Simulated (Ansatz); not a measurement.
The calculation used DFT PBE, scalar-relativistic, plane waves, PAW in Ansatz. Settings: cutoff 420 eV, Γ-centred meshes spaced at most about 0.3 Å⁻¹, and about 0.25 Å⁻¹ or finer for metals (2π included), Gaussian smearing. No spin polarisation.

Formation energies are uncorrected and refer to the elements' standard structures at the same level.

These are static total energies at zero pressure. The comparison covers the computed candidates alone. These runs have no spin–orbit coupling, which can matter for Ta.

A search for Ta5Si gave 5 distinct relaxed structures. Coordination counts Ta atoms around Si (those within 1.25 times the shortest such distance or 1.15 times the sum of covalent radii, 1.27 where that leaves under three; a plus sign parts nearer from farther groups). Cells relaxed within their symmetry can be saddle points.

**Question.** What is the best candidate for Ta5Si?

**Answer.** The one with space group P4/mmm (No. 123), reached from: a cell proposed by chemical analogy. It has a = 3.372 Å, c = 9.172 Å, 17.4 Å³/atom, no gap on the mesh. Ta on a site of symmetry 4mm is surrounded by 4 Si at 2.76 Å, 5 Ta at 2.77–2.85 Å, 1 Ta at 3.20 Å and 4 Ta at 3.37 Å; Ta on a second site of symmetry 4mm has 8 Ta at 2.85–2.90 Å, 1 Si at 2.94 Å and 5 Ta at 3.29–3.37 Å; Ta on a site of symmetry 4/mmm is surrounded by 8 Ta at 2.90 Å and 6 Ta at 3.20–3.37 Å; Si is surrounded by 8 Ta at 2.76 Å, 2 Ta at 2.94 Å and 4 Si at 3.37 Å. Its energy over the elements is −0.20 eV/atom. A negative formation energy is needed for stability but isn't enough: competing phases decide. An observed structure of this formula, if there is one, may be missing.

```
CELL_PARAMETERS angstrom
3.37167 0.00000 0.00000
0.00000 3.37167 0.00000
0.00000 0.00000 9.17216
ATOMIC_POSITIONS crystal
Ta 0.50000 0.50000 0.15092
Ta 0.00000 0.00000 0.32058
Ta 0.50000 0.50000 0.84908
Ta 0.00000 0.00000 0.67942
Ta 0.50000 0.50000 0.50000
Si 0.00000 0.00000 0.00000
```

**Question.** How much higher is the P-3m1 structure with 17.4 Å³/atom and coordination Si 8+6 (reached from: a cell proposed by chemical analogy)?

**Answer.** 132 meV/atom. It has no gap on its mesh.

**Question.** How much higher is the F-43m structure with 18.6 Å³/atom and coordination Si 16 (reached from: CaAu5 type (F-43m))?

**Answer.** 0.65 eV/atom. It has no gap on its mesh.
